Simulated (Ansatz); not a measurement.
Density of states of a AlNi3 cell (a crystal with Al and Ni atoms exchanged, relaxed), per eV and atom, broadened by Gaussian smearing of width 0.1 eV and averaged over bins of 0.2 eV, from 8 eV under the Fermi level at most up to where the solved bands end.

These are results of Ansatz, DFT PBEsol, scalar-relativistic, plane waves, PAW, not measurements.

Plane waves to 420 eV, a k mesh through Γ of 7×7×7 on the computed 16-atom cell and Gaussian smearing (0.10 eV); collinear spin from starting moments 0.52 0 0 0 0.14 0.18 0.14 0.18 0 0.23 0.17 0.23 0.18 0.14 0.18 0.14 μB.

```
CELL_PARAMETERS angstrom
-3.58986 3.41987 3.58955
3.57474 -3.41944 3.57401
3.58981 3.41939 -3.58913
ATOMIC_POSITIONS crystal
Ni 0.49561 0.98919 0.49491
Al 0.01378 0.50171 0.48925
Al 0.01343 0.02492 0.01275
Al 0.48994 0.50175 0.01310
Ni 0.50621 0.24733 0.25291
Ni 0.99614 0.75277 0.24179
Ni 0.99569 0.24739 0.74245
Ni 0.51225 0.75280 0.75799
Al 0.74294 0.48397 0.74226
Ni 0.25358 0.99788 0.74555
Ni 0.25478 0.50762 0.25417
Ni 0.74625 0.99789 0.25299
Ni 0.75850 0.75269 0.51154
Ni 0.25364 0.24735 0.50551
Ni 0.24239 0.75264 0.99541
Ni 0.74314 0.24740 0.99505
```

```tsv
E − E_F (eV)	total	Ni 3d	Al 3p	Ni 4s	Al 3s
-7.95	0.127	0.006	0.032	0.046	0.041
-7.75	0.126	0.006	0.034	0.047	0.037
-7.55	0.128	0.008	0.035	0.045	0.037
-7.35	0.154	0.011	0.040	0.051	0.048
-7.15	0.164	0.014	0.045	0.053	0.049
-6.95	0.173	0.016	0.049	0.058	0.047
-6.75	0.121	0.013	0.033	0.035	0.037
-6.55	0.177	0.022	0.054	0.052	0.045
-6.35	0.231	0.033	0.068	0.073	0.053
-6.15	0.190	0.030	0.056	0.057	0.043
-5.95	0.185	0.036	0.054	0.051	0.040
-5.75	0.273	0.062	0.080	0.075	0.051
-5.55	0.255	0.060	0.085	0.071	0.035
-5.35	0.210	0.057	0.067	0.058	0.025
-5.15	0.372	0.119	0.104	0.098	0.045
-4.95	0.310	0.107	0.090	0.076	0.032
-4.75	0.400	0.165	0.100	0.089	0.039
-4.55	0.447	0.216	0.099	0.093	0.032
-4.35	0.554	0.310	0.104	0.101	0.031
-4.15	0.639	0.403	0.092	0.108	0.027
-3.95	0.750	0.519	0.084	0.109	0.026
-3.75	0.862	0.647	0.076	0.105	0.019
-3.55	1.116	0.880	0.095	0.106	0.013
-3.35	1.445	1.201	0.126	0.082	0.010
-3.15	1.599	1.375	0.126	0.056	0.007
-2.95	1.601	1.419	0.101	0.040	0.006
-2.75	1.759	1.559	0.112	0.036	0.007
-2.55	2.010	1.759	0.145	0.035	0.009
-2.35	1.871	1.671	0.103	0.033	0.008
-2.15	1.777	1.608	0.080	0.031	0.007
-1.95	1.841	1.689	0.068	0.030	0.007
-1.75	1.775	1.648	0.054	0.026	0.007
-1.55	1.712	1.608	0.040	0.025	0.008
-1.35	2.151	2.043	0.038	0.031	0.007
-1.15	2.648	2.523	0.041	0.037	0.009
-0.95	2.199	2.089	0.038	0.032	0.009
-0.75	2.049	1.944	0.036	0.028	0.014
-0.55	2.140	2.014	0.042	0.038	0.016
-0.35	1.861	1.744	0.039	0.036	0.017
-0.15	1.628	1.520	0.036	0.035	0.018
0.05	0.942	0.816	0.040	0.039	0.026
0.25	0.370	0.281	0.037	0.022	0.017
0.45	0.341	0.224	0.054	0.027	0.018
```

The columns after the total are the largest Löwdin projections on the valence shells of the potentials, so they needn't add up, and the weight of a shell that a potential lacks goes to other orbitals. The cell has no gap on the mesh.

Cost: 2 runs of about 2.1 core-hours in all (earlier runs that led there not counted), on Intel Xeon Processor @ 2.50GHz (Skylake/Cascade Lake) (shared hosts).